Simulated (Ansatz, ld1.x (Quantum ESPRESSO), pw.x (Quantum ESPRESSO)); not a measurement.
From atom to crystal: RRKJ potential for rhenium

rhenium, norm-conserving RRKJ (Kleinman–Bylander form), made with ld1.x (Quantum ESPRESSO) 7.5 (PBE, scalar-relativistic). Core [Xe] 4f14, reference 5d5 6s2 6p0. Waves: 6s (bound): rc 2.60 bohr; 5d (bound): rc 1.45 bohr; 5f channel at 0.3 Ry: rc 3.45 bohr; 6p (bound, empty): rc 3.80 bohr. Local part: the p channel. Core correction: none. rho0 = 0.005.

Atomic tests: cutoffs needed: 70 Ry and 90 Ry (the cutoffs (Ry, on a coarse ladder) from which the occupation-weighted sum of valence levels, in a spherical-Bessel basis at the reference potential, stays within 10 and 1 mRy of its value at 400 Ry); ghost test: no extra level below or beside the all-electron valence levels (s, d, f, p tested) (spherical-Bessel basis up to 400 Ry, 20 bohr box); largest excitation error: -76 meV (all-electron minus pseudo) for 5d4 6s0 6p0, out of 7 test configurations.

Crystal test: fcc Re in pw.x 7.5, no spin, 14³ k-points, Fermi–Dirac smearing 0.01 Ry, cutoffs 110/440 Ry. The reference is all-electron LAPW (Ansatz 0.2.0) with the same functional, mesh and smearing; V0 and B0 come from Birch–Murnaghan fits to the pressures at five volumes. Errors are pseudo minus all-electron; Δ is the rms difference of the E(V) curves that follow from these fits, minima aligned, over ±6 % about the mean V0. Mesh and smearing are coarse, so the numbers serve the comparison and aren't converged zero-temperature values; the lattice is a test structure that the element need not adopt.

```tsv
V (Å³/atom)	P all-electron (GPa)	P pseudo (GPa)
14.246	21.20	41.98
14.621	10.13	29.34
14.996	0.45	18.23
15.371	-8.00	8.45
15.746	-15.36	-0.15
```

All-electron: a0 = 3.916 Å (V0 = 15.01 Å³/atom), B0 = 359.1 GPa.

Pseudopotential: mean pressure error (GPa): +17.88; a0 (Å): 3.978; a0 error (%): +1.58; B0 error (%): -5.5; Δ (meV/atom): 55.2. The largest radius (3.80 bohr) exceeds half the bond length (2.62 bohr), so the spheres overlap, which is one possible source of error among others. This is a poor potential for the solid.

Problem. At the middle volume, how do free energy and pressure move when the wave cutoff is lowered (ecutrho kept at four times it)?

Solution.

```csv
cutoff (Ry),shift of F (meV/atom),shift of P (GPa)
50,+553.5,-11.67
66,+113.0,-6.49
88,+2.3,+0.00
```

Input at the middle volume:

```
&control
  calculation='scf', prefix='x', pseudo_dir='./', outdir='./tmp', tstress=.true., disk_io='low'
/
&system
  ibrav=0, nat=1, ntyp=1, ecutwfc=110, ecutrho=440, nbnd=11,
  occupations='smearing', smearing='fd', degauss=0.01
/
&electrons
  conv_thr=1e-09, mixing_beta=0.4, electron_maxstep=70
/
ATOMIC_SPECIES
Re 1.0 Re.UPF
CELL_PARAMETERS angstrom
  0.00000000 1.95725981 1.95725981
  1.95725981 0.00000000 1.95725981
  1.95725981 1.95725981 0.00000000
ATOMIC_POSITIONS crystal
Re 0.0000 0.0000 0.0000
K_POINTS automatic
14 14 14 0 0 0
```

```bash
pw.x < Re.scf.in > Re.scf.out
```

Lines of the output:

```
Message from routine setup:
     using ibrav=0 with symmetry is DISCOURAGED, use correct ibrav instead
     lattice parameter (alat)  =       5.2307  a.u.
     unit-cell volume          =     101.1980 (a.u.)^3
     number of electrons       =         7.00
     number of Kohn-Sham states=           11
     kinetic-energy cutoff     =     110.0000  Ry
     charge density cutoff     =     440.0000  Ry
     scf convergence threshold =      1.0E-09
     Exchange-correlation= PBE
     number of k points=   104  Fermi-Dirac smearing, width (Ry)=  0.0100
     iteration #  1     ecut=   110.00 Ry     beta= 0.40
     total energy              =     -22.14801832 Ry
     estimated scf accuracy    <       0.01711005 Ry
     iteration #  2     ecut=   110.00 Ry     beta= 0.40
     total energy              =     -22.14736028 Ry
     estimated scf accuracy    <       0.00332066 Ry
     iteration #  3     ecut=   110.00 Ry     beta= 0.40
     total energy              =     -22.14777664 Ry
     estimated scf accuracy    <       0.00007778 Ry
     iteration #  4     ecut=   110.00 Ry     beta= 0.40
     total energy              =     -22.14778417 Ry
     estimated scf accuracy    <       0.00000189 Ry
     iteration #  5     ecut=   110.00 Ry     beta= 0.40
     total energy              =     -22.14778436 Ry
     estimated scf accuracy    <       0.00000140 Ry
     iteration #  6     ecut=   110.00 Ry     beta= 0.40
     total energy              =     -22.14778449 Ry
     estimated scf accuracy    <       0.00000002 Ry
     iteration #  7     ecut=   110.00 Ry     beta= 0.40
     the Fermi energy is    17.2425 ev
!    total energy              =     -22.14778450 Ry
     estimated scf accuracy    <          2.6E-10 Ry
     smearing contrib. (-TS)   =      -0.00414656 Ry
     The total energy is F=E-TS. E is the sum of the following terms:
     one-electron contribution =      12.93850758 Ry
     hartree contribution      =       0.47460311 Ry
     xc contribution           =      -5.18673307 Ry
     ewald contribution        =     -30.37001555 Ry
     convergence has been achieved in   7 iterations
          total   stress  (Ry/bohr**3)                   (kbar)     P=      182.25
```

The run at the middle volume (104 k-points, 7 iterations) took about 27 s on one core of a shared host (Neoverse-V1, 32 threads, 247 GiB, load 36).
